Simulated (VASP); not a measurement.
# Pt (Fm-3m) in VASP: a series of runs, part 2 of 2

VASP 6.6.1. The steps go on from the part before.

## 3. Relaxation of cell and atoms, PBEsol

This run uses another cell than the first one, of 15.01 Å³/atom, 0.995 times its volume.

INCAR reads:

```
PREC     = Accurate       # precision mode
ENCUT    = 600            # plane-wave cutoff, eV
EDIFF    = 1E-7           # SCF threshold, eV
ISMEAR   = 1              # smearing method
SIGMA    = 0.1            # smearing width, eV
LREAL    = False          # projectors in reciprocal space
LASPH    = True           # aspherical terms in the spheres
NELM     = 80             # most SCF steps
ALGO     = Normal         # electronic algorithm
ISIF     = 3              # what is computed and relaxed
LWAVE    = False          # write WAVECAR
LCHARG   = False          # write CHGCAR
GGA      = PS             # functional
IBRION   = 2              # ionic algorithm
NSW      = 90             # ionic steps
EDIFFG   = -0.005         # ionic threshold
KPAR     = 4
```

KPOINTS reads:

```
regular mesh
0
Gamma
  16 16 16
```

POSCAR reads:

```
Pt                                      
1.0
    0.0000000000      1.9579378803      1.9579378803
    1.9579378803      0.0000000000      1.9579378803
    1.9579378803      1.9579378803     -0.0000000000
  Pt            
     1
Direct
     0.0000000000000000    0.0000000000000000    0.0000000000000000
```

Potentials or basis: VASP PAW PBE potentials, release 64 (Pt).

Started as:

```sh
$ cat potpaw_PBE.64/Pt/POTCAR > POTCAR
$ mpirun -np 4 vasp_std > vasp.out
```

OUTCAR:

```text
PREC = Accurate
   ENCUT = 600
   EDIFF = 1E-7
   ISMEAR = 1
   LREAL = False
   LASPH = True
   NELM = 80
   ISIF = 3
   GGA = PS
   IBRION = 2
   NSW = 90
   EDIFFG = -0.005

 ion  position               nearest neighbor table
   1  0.000  0.000  0.000-

  LATTYP: Found a face centered cubic cell.
 ALAT       =     3.9158757606

  Lattice vectors:

 A1 = (   0.0000000000,   1.9579378803,   1.9579378803)
 A2 = (   1.9579378803,   0.0000000000,   1.9579378803)
 A3 = (   1.9579378803,   1.9579378803,   0.0000000000)
[... 464 lines left out ...]
      2       7.1434      2.00000
      3       7.4980      2.00000
      4       7.5425      2.00000
      5       9.3467      2.00000
      6       9.5691      2.00000
      7      26.4344      0.00000
      8      29.1722      0.00000
      9      30.8540      0.00000

 [... further k-points ...]
[... 5 lines left out ...]
  --------------------------------------------------------------------------------------
  -------------------------------------------------------------------------------------
  Total        0.0001525      0.0001525      0.0001525     -0.0000000      0.0000000      0.0000000
  in kB        0.0162759      0.0162759      0.0162759     -0.0000000      0.0000000      0.0000000
  external PRESSURE =       0.0162759 kB  Pullay stress =       0.0000000 kB

 VOLUME and BASIS-vectors are now :
 -----------------------------------------------------------------------------
  energy-cutoff  :      600.00
  volume of cell :       15.01
      direct lattice vectors                 reciprocal lattice vectors
     0.000000000  1.957937880  1.957937880    -0.255370717  0.255370717  0.255370717
     1.957937880  0.000000000  1.957937880     0.255370717 -0.255370717  0.255370717
     1.957937880  1.957937880  0.000000000     0.255370717  0.255370717 -0.255370717

 POSITION                                       TOTAL-FORCE (eV/Angst)
 -----------------------------------------------------------------------------------
      0.00000      0.00000      0.00000         0.000000      0.000000      0.000000
 -----------------------------------------------------------------------------------
    total drift:                                0.000000      0.000000     -0.000000

  FREE ENERGIE OF THE ION-ELECTRON SYSTEM (eV)
  ---------------------------------------------------
  free  energy   TOTEN  =        -6.9619132791 eV

  energy  without entropy=       -6.9611255587  energy(sigma->0) =       -6.96165071

 reached required accuracy - stopping structural energy minimisation
```

CONTCAR:

```text
Pt
   1.00000000000000
     0.0000000000000000    1.9579378803000000    1.9579378803000000
     1.9579378803000000    0.0000000000000000    1.9579378803000000
     1.9579378803000000    1.9579378803000000    0.0000000000000000
  Pt
     1
Direct
     0.0000000000000000    0.0000000000000000    0.0000000000000000

  0.00000000E+00  0.00000000E+00  0.00000000E+00
```

It took 7.7 s on 4 MPI ranks of Intel Xeon 6975P-C (Granite Rapids), shared host; peak memory 0.14 GiB.

What came out:

```yaml
Free_energy: -6.9619 eV
Pressure_after_relaxing: 0.0 GPa
Band_gap_on_the_k_mesh: none (metal or under the smearing width)
```

Final structure:
```
Pt
1.0
     0.00000    1.95794    1.95794
     1.95794    0.00000    1.95794
     1.95794    1.95794    0.00000
Pt
1
Direct
  0.00000 0.00000 0.00000
```

Caveat: the relaxation stopped at its first step, so nothing moved; the PAW data sets were made with another functional, which shifts forces and pressure a little. Spin-orbit coupling is left out, which matters for the levels of Pt.

## 4. Relaxation of cell and atoms, PBE

INCAR reads:

```
SYSTEM = Pt
PREC = Accurate
ENCUT = 300
EDIFF = 1E-6
ISMEAR = 1
SIGMA = 0.1
LREAL = .FALSE.
LASPH = .TRUE.
NELM = 80
ALGO = Normal
ISIF = 3
LWAVE = .FALSE.
LCHARG = .FALSE.
GGA = PE
IBRION = 2
NSW = 90
EDIFFG = -0.01
```

KPOINTS reads:

```
regular mesh
0
G
  8 8 8
  0 0 0
```

POSCAR reads:

```
Pt
1.0
    0.0000000000      1.9609000000      1.9609000000
    1.9609000000      0.0000000000      1.9609000000
    1.9609000000      1.9609000000      0.0000000000
Pt
1
Direct
    0.0000000000      0.0000000000      0.0000000000
```

Started as:

```sh
$ cat potpaw_PBE.64/Pt/POTCAR > POTCAR
$ mpirun -np 1 vasp_std > vasp.out
```

It took 4.3 s on 1 thread of Intel Xeon Platinum 8375C at 2.90GHz (Ice Lake), shared host; peak memory 0.11 GiB.

It converged, with:

* Free energy: -6.0836 eV
* Relaxed volume: 15.53 Å³/atom
* Relaxed cell: a = 2.801 Å, b = 2.801 Å, c = 2.801 Å, α = 60.00°, β = 60.00°, γ = 60.00°
* Space group after relaxing (to 0.05 Å): Fm-3m (No. 225)
* Energy gained by relaxing: 10.9 meV/atom
* Ionic steps: 4
* Pressure after relaxing: 0.0 GPa
* Band gap on the k mesh: none (metal or under the smearing width)

The path:
```
step  energy change (eV)  largest force (eV/Å)  pressure (GPa)  volume (Å³)
   1              0.0000                0.0000            8.05        15.08
   2              0.0562                0.0000          -15.38        16.79
   3             -0.0109                0.0000           -0.13        15.54
   4             -0.0109                0.0000            0.00        15.53
```

Final structure:
```xyz
1
Lattice="0.0000 1.9803 1.9803 1.9803 0.0000 1.9803 1.9803 1.9803 0.0000" Properties=species:S:1:pos:R:3 pbc="T T T"
Pt    0.0000    0.0000    0.0000
```

Levels at points of the mesh, in eV from the Fermi level:
```csv
k point,band 1,band 2,band 3,band 4,band 5,band 6,band 7,band 8,band 9
"(0.00, 0.00, 0.00)",-9.84,-3.59,-3.59,-3.59,-1.54,-1.54,14.77,19.57,19.57
"(0.50, 0.00, 0.00)",-6.99,-3.64,-3.64,-0.30,0.05,0.05,5.64,14.33,18.82
"(0.50, 0.50, 0.00)",-6.72,-6.29,0.01,0.48,0.48,1.88,8.59,11.34,11.34
```

The run has no spin-orbit coupling, so splittings on Pt are missing. PBE usually gives volumes a little too large and moduli too small.

## 5. Relaxation of cell and atoms, PBE

This run uses another cell than the first one, of 15.53 Å³/atom, 1.030 times its volume.

Edit INCAR of step 4 so:

```diff
@@ -3,3 +3,3 @@
 ENCUT = 300
-EDIFF = 1E-6
+EDIFF = 1E-7
 ISMEAR = 1
@@ -16,2 +16,2 @@
 NSW = 90
-EDIFFG = -0.01
+EDIFFG = -0.005
```

KPOINTS is that of step 4.

POSCAR reads:

```
Pt                                      
1.0
   -0.0000000000      1.9802950397      1.9802950397
    1.9802950397      0.0000000000      1.9802950397
    1.9802950397      1.9802950397      0.0000000000
  Pt            
     1
Direct
     0.0000000000000000    0.0000000000000000    0.0000000000000000
```

Started as:

```sh
$ cat potpaw_PBE.64/Pt/POTCAR > POTCAR
$ mpirun -np 1 vasp_std > vasp.out
```

Run time: 3.3 s. Hardware: 1 thread of Intel Xeon Platinum 8375C at 2.90GHz (Ice Lake), shared host; peak memory 0.11 GiB.

The run converged. Its results:

| Item | Value |
| --- | --- |
| Free energy | -6.0856 eV |
| Relaxed volume | 15.52 Å³/atom |
| Relaxed cell | a = 2.800 Å, b = 2.800 Å, c = 2.800 Å, α = 60.00°, β = 60.00°, γ = 60.00° |
| Space group after relaxing (to 0.05 Å) | Fm-3m (No. 225) |
| Energy gained by relaxing | 0.0 meV/atom |
| Ionic steps | 3 |
| Pressure after relaxing | 0.0 GPa |
| Band gap on the k mesh | none (metal or under the smearing width) |

Final structure:
```
Pt
1.0
     0.00000    1.97996    1.97996
     1.97996    0.00000    1.97996
     1.97996    1.97996    0.00000
Pt
1
Direct
  0.00000 0.00000 0.00000
```

Levels at points of the mesh, in eV from the Fermi level:
```
           k point  band 3  band 4  band 5  band 6  band 7  band 8
(0.00, 0.00, 0.00)   -3.59   -3.59   -1.54   -1.54   14.77   19.57
(0.50, 0.00, 0.00)   -3.65   -0.31    0.05    0.05    5.64   14.33
(0.50, 0.50, 0.00)    0.01    0.48    0.48    1.88    8.59   11.35
```

Spin-orbit coupling is left out, which matters for the levels of Pt.
